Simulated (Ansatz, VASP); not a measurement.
Two plane-wave programs on Li7S

INCAR

```
SYSTEM = Li7S
  PREC = Accurate
  ENCUT = 600
  EDIFF = 1E-6
  ISMEAR = 0
  SIGMA = 0.1
  LREAL = .False.
  LASPH = .True.
  NELM = 80
  ALGO = Normal
  ISIF = 3
  LWAVE = .False.
  LCHARG = .False.
  GGA = PE
  IBRION = 2
  NSW = 90
  EDIFFG = -0.04
```

KPOINTS

```
Automatic mesh
0
Gamma
  4 4 4
  0 0 0
```

Contents of POSCAR:

```
Li7S
1.0
    0.0000000000      3.6386184700      3.6386184700
    3.6386184700      0.0000000000      3.6386184700
    3.6386184700      3.6386184700      0.0000000000
Li S
7 1
Direct
    0.5000000000      0.5000000000      0.5000000000
    0.5000000000      0.0000000000      0.0000000000
    0.5000000000      0.0000000000      0.5000000000
    0.0000000000      0.5000000000      0.5000000000
    0.0000000000      0.5000000000      0.0000000000
    0.5000000000      0.5000000000      0.0000000000
    0.0000000000      0.0000000000      0.5000000000
    0.0000000000      0.0000000000      0.0000000000
```

Input for Ansatz:

```yaml
crystal:
  lattice:
    - [0.0, 3.63861847, 3.63861847]
    - [3.63861847, 0.0, 3.63861847]
    - [3.63861847, 3.63861847, 0.0]
  atoms:
    - { symbol: Li, position: [0.5, 0.5, 0.5] }
    - { symbol: Li, position: [0.5, 0.0, 0.0] }
    - { symbol: Li, position: [0.5, 0.0, 0.5] }
    - { symbol: Li, position: [0.0, 0.5, 0.5] }
    - { symbol: Li, position: [0.0, 0.5, 0.0] }
    - { symbol: Li, position: [0.5, 0.5, 0.0] }
    - { symbol: Li, position: [0.0, 0.0, 0.5] }
    - { symbol: S, position: [0.0, 0.0, 0.0] }
basis:
  ecutwfc: 420
kpoints:
  mp_grid: { grid: [4, 4, 4] }
hamiltonian:
  xc: pbe
scf:
  occupations: { method: gaussian, width: 0.1 }
  lower_state_search: "off"
output:
  forces: true
  stress: true
  eigenvalues: true
relax:
  adjacent_minimum: "off"
  f_tol: 0.04
  max_steps: 70
  cell: { stress_tol: 0.4 }
```

Change from the starting cell: species swapped into the CuPt7 type (Fm-3m, No. 225).

Alike in both runs: task relaxation of cell and atoms; functional PBE; k mesh 4 × 4 × 4; occupations gaussian, width 0.1 eV; no spin polarisation.

```csv
,VASP,Ansatz
version,VASP 6.6.1,Ansatz 0.2.0
potentials or method,"VASP PAW PBE potentials, release 64 (Li_sv, S)","scalar-relativistic, plane waves, PAW"
plane-wave cutoff (eV),600,420
valence electrons in the cell,27,27
```

VASP gave:

```
gap on the k mesh at the Fermi level, each at its own relaxed structure (eV) : none
relaxed volume (Å³/atom)                                                     : 16.82
relaxed cell length with the largest relative difference (Å)                 : 5.752
energy change over the relaxation (meV/atom)                                 : -161
```

**Question.** Estimate Ansatz's values.

**Answer.** gap on the k mesh at the Fermi level, each at its own relaxed structure (eV): none; relaxed volume (Å³/atom): 17.26; relaxed cell length with the largest relative difference (Å): 5.802; energy change over the relaxation (meV/atom): -167.

A gap of «none» marks a metal or a gap that the smearing closes.

Caveats: the k mesh is coarse (spacing up to 0.37 Å⁻¹), so the values aren't converged; the cutoff is under 1.25 times the usual one of these potentials, so pressure, stress and relaxed cells hold a basis-set (Pulay) error (VASP); the volume moved by over 15 % at a fixed basis, so the end points are rough (VASP).
